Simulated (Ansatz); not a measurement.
# SiC: a stretch of c alone

The task here is to estimate one member of a computed series from the others.

Program: Ansatz 0.2.0. Level of theory: DFT r2SCAN, scalar-relativistic, plane waves, PAW. These are calculated values, not measurements.

2 further runs of the same task are left out: 2 set aside as unsound or not needed.

## Starting point

Symmetry: P6_3mc, No. 186, hexagonal system. Conventional cell: a = 3.075 Å, b = 3.075 Å, c = 5.048 Å, α = 90.00°, β = 90.00°, γ = 120.00°. Si (site symmetry 3m) is surrounded by 4 C at 1.88 to 1.90 Å. C (site symmetry 3m) is surrounded by 4 Si at 1.88 to 1.90 Å.

As a file:

```
CELL_PARAMETERS angstrom
3.07530 0.00000 0.00000
-1.53765 2.66329 0.00000
0.00000 0.00000 5.04834
ATOMIC_POSITIONS crystal
Si 0.33333 0.66667 0.49960
Si 0.66667 0.33333 0.99960
C 0.33333 0.66667 0.87540
C 0.66667 0.33333 0.37540
```

It goes back to an entry of the Materials Project.

It is the result of an earlier relaxation at this level (volume 10.34 Å³/atom; gap on the mesh: 2.65 eV).

The first run:

The input, input.yaml:

```yaml
crystal:
  lattice:
    - [3.0752975751, 0.0, 0.0]
    - [-1.5376487876, 2.6632858243, 0.0]
    - [0.0, 0.0, 5.0483410006]
  atoms:
    - { symbol: Si, position: [0.3333333333, 0.6666666667, 0.4996013827] }
    - { symbol: Si, position: [0.6666666667, 0.3333333333, 0.9996013827] }
    - { symbol: C, position: [0.3333333333, 0.6666666667, 0.8753986173] }
    - { symbol: C, position: [0.6666666667, 0.3333333333, 0.3753986173] }
basis:
  ecutwfc: 500
kpoints:
  mp_grid: { grid: [12, 12, 6] }
hamiltonian:
  xc: r2scan
scf:
  occupations: { method: gaussian, width: 0.02 }
output:
  forces: true
  stress: true
  eigenvalues: true
```

The run is started by

```console
> ansatz run input.yaml --threads 1 --pin off --max-ram 2560MiB --backend cpu --events-out ev --progress --plain --runs-dir out
```

Steps of the session up to this table: Zero strain; Band edges over the zone; At -2.0 %; The gap over the whole zone at -2.0 %; The cell strained by +2.0 %; The gap over the whole zone at +2.0 %; The cell strained by -4.0 %; Seeking the band edges at -4.0 %; Strain +4.0 %; The gap over the whole zone at +4.0 %; At -6.0 %; Seeking the band edges at -6.0 %; At +6.0 %; Band edges over the zone at +6.0 %.

One of the session's tables, all rows but one given; the rest of the session is left out.

```
strain (%)  ΔE (meV/atom)  c (Å)
      -6.0           71.6  4.745
      -4.0           31.2  4.846
      -2.0              ?      ?
      +0.0            0.0  5.048
      +2.0            7.2  5.149
      +4.0           27.8  5.250
      +6.0           60.3  5.351
```

Q: Estimate the row for strain (%) = -2.0 from the others.

Worked estimate for «ΔE (meV/atom)». A straight line through the neighbours (-4.0, 31.2) and (0.0, 0.0) gives 31.2 + (0.0 − 31.2) × (-2.0 + 4.0) / (0.0 + 4.0) = 15.6; a parabola fitted to 4 rows on both sides gives 7.7.

As computed: ΔE (meV/atom): 7.6; c (Å): 4.947. In «ΔE (meV/atom)» the line misses by +8.0 and the parabola by +0.1.

ΔE is over the unstrained cell. Stress in GPa, positive in compression, on the Cartesian axes of the input. Gaps are Kohn-Sham gaps over the whole zone (d direct, i indirect).

Limits of these values: The gap runs from 2.43 eV at -6.0 % through 2.65 to 2.43 eV at +6.0 %. Warnings in the runs' records: stress scf threshold loose.
